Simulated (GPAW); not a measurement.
The system is TiC.

```
Ti C
1.0
     0.00000    2.16572    2.16572
     2.16572    0.00000    2.16572
     2.16572    2.16572    0.00000
Ti C
1 1
Direct
  0.00000 0.00000 0.00000
  0.50000 0.50000 0.50000
```

The cell is a database's computed one.

| Quantity | Value |
| --- | --- |
| Program | GPAW 26.7.0 |
| Task | relaxation of cell and atoms |
| Functional | revPBE |
| Dispersion | D4 |
| Potentials or basis | the program's PAW data sets (release 1.2.1) made for this functional |
| Cutoff | 800 eV |
| Basis | pw |
| k mesh | 11 × 11 × 11 |
| Occupations | fermi-dirac, width 0.05 eV |
| Spin | no spin polarisation |

At the start: pressure -5.3 GPa; volume 10.16 Å³/atom.

Q: How do energy, volume and symmetry change on relaxing?

A: Over 3 steps the energy falls by 2.9 meV/atom and the volume is 9.94 Å³/atom (-2.1 %); space group Fm-3m (No. 225, to 0.05 Å).

Step by step:
| step | energy change (eV) | largest force (eV/Å) | pressure (GPa) | volume (Å³) |
| --- | --- | --- | --- | --- |
| 1 | 0.0000 | 0.0000 | -5.33 | 20.32 |
| 2 | -0.0036 | 0.0000 | -3.57 | 20.17 |
| 3 | -0.0058 | 0.0000 | 0.08 | 19.88 |

Final structure:
```
Ti C
1.0
     0.00030    2.15029    2.15029
     2.15029    0.00030    2.15029
     2.15029    2.15029    0.00030
Ti C
1 1
Direct
  0.00000 0.00000 0.00000
  0.50000 0.50000 0.50000
```

Caveat: later steps reuse the first step's grids; pairwise dispersion overbinds metals, which lowers pressure and volume.
